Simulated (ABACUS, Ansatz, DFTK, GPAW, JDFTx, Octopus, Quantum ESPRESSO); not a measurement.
One calculation of C, 7 ways

```xyz
12
Lattice="2.5221 0.0000 0.0000 -1.2611 2.1842 0.0000 0.0000 0.0000 12.3557" Properties=species:S:1:pos:R:3 pbc="T T T"
C     1.2611    0.7281    4.3760
C     0.0000    1.4561   10.5539
C     1.2611    0.7281    1.8018
C     0.0000    1.4561    7.9797
C     1.2611    0.7281    5.9205
C     0.0000    1.4561   12.0983
C     1.2611    0.7281    0.2574
C     0.0000    1.4561    6.4352
C     0.0000    0.0000   10.0390
C     0.0000    0.0000    3.8612
C     0.0000    0.0000    8.4945
C     0.0000    0.0000    2.3167
```

Alike in all runs: task single point; functional PBE; k mesh 12 × 12 × 3; occupations fermi-dirac, width 0.05 eV; no spin polarisation; no spin-orbit coupling. Pressure is positive in compression and, in plane waves, holds the error of the finite cutoff.

```json
{"program and potentials": "ABACUS, PseudoDojo NC SR 0.4.1 PBE standard, plane waves", "plane-wave cutoff (eV)": "1116", "notes": "-", "pressure (GPa)": "2.14", "largest force (eV/Å)": "0.331"}
{"program and potentials": "Quantum ESPRESSO, SSSP 1.3 efficiency PBE", "plane-wave cutoff (eV)": "748", "notes": "-", "pressure (GPa)": "2.25", "largest force (eV/Å)": "0.331"}
{"program and potentials": "GPAW, GPAW PAW data sets (gpaw-data 1.2.1)", "plane-wave cutoff (eV)": "800", "notes": "-", "pressure (GPa)": "1.72", "largest force (eV/Å)": "0.332"}
{"program and potentials": "Octopus, pseudodojo_pbe (PseudoDojo 0.5, PBE)", "plane-wave cutoff (eV)": "-", "notes": "-", "pressure (GPa)": "-", "largest force (eV/Å)": "0.329"}
{"program and potentials": "DFTK, PseudoDojo SR PBE 0.4.1 standard (PBE)", "plane-wave cutoff (eV)": "1116", "notes": "-", "pressure (GPa)": "2.24", "largest force (eV/Å)": "0.330"}
{"program and potentials": "JDFTx, PseudoDojo-SR-PBE-0.5-standard", "plane-wave cutoff (eV)": "1116", "notes": "-", "pressure (GPa)": "2.15", "largest force (eV/Å)": "0.330"}
{"program and potentials": "Ansatz, all-electron LAPW, scalar-relativistic", "plane-wave cutoff (eV)": "-", "notes": "-", "pressure (GPa)": "2.05", "largest force (eV/Å)": "0.332"}
```

Force on atom 9 (C), eV/Å:

```csv
program and potentials,x,y,z
"ABACUS, PseudoDojo NC SR 0.4.1 PBE standard, plane waves",0.000,0.000,0.331
"Quantum ESPRESSO, SSSP 1.3 efficiency PBE",0.000,0.000,0.331
"GPAW, GPAW PAW data sets (gpaw-data 1.2.1)",0.000,0.000,0.332
"Octopus, pseudodojo_pbe (PseudoDojo 0.5, PBE)",0.000,0.000,0.329
"DFTK, PseudoDojo SR PBE 0.4.1 standard (PBE)",0.000,0.000,0.330
"JDFTx, PseudoDojo-SR-PBE-0.5-standard",0.000,0.000,0.330
"Ansatz, all-electron LAPW, scalar-relativistic",0.000,0.000,0.332
```

The pressure spans 1.72 (GPAW, GPAW PAW data sets (gpaw-data 1.2.1)) to 2.25 GPa (Quantum ESPRESSO, SSSP 1.3 efficiency PBE), with all-electron results at 2.05.

Differences between rows come from potentials, basis sets and numerical settings, since the functional is the same but for its coding. Runs on potential files found faulty are left out.

The coordinates describe a hexagonal diamond polytype with mixed cubic and hexagonal stacking, built from nearly ideal tetrahedra with practically equal bond lengths. That geometry is not force-free. Atom 9 belongs to a carbon pair along the c axis whose remaining bonds are eclipsed, and the force of 0.329 to 0.332 eV/Å pushes it away from its partner. Repulsion between the facing bonds, absent from the staggered arrangement of cubic diamond, probably drives this stretching, in line with the longer axial bond known for lonsdaleite. The close agreement across all runs makes the force a property of the structure and functional rather than of a particular potential.

The positive pressure in every row that reports one means that the cell would tend to expand, as expected for PBE, which slightly overestimates the lattice constant of diamond. Because the covalent network is so stiff, even the spread from 1.72 to 2.25 GPa corresponds to only a tiny difference in equilibrium volume. Neither forces nor pressures establish this polytype's stability relative to cubic diamond.
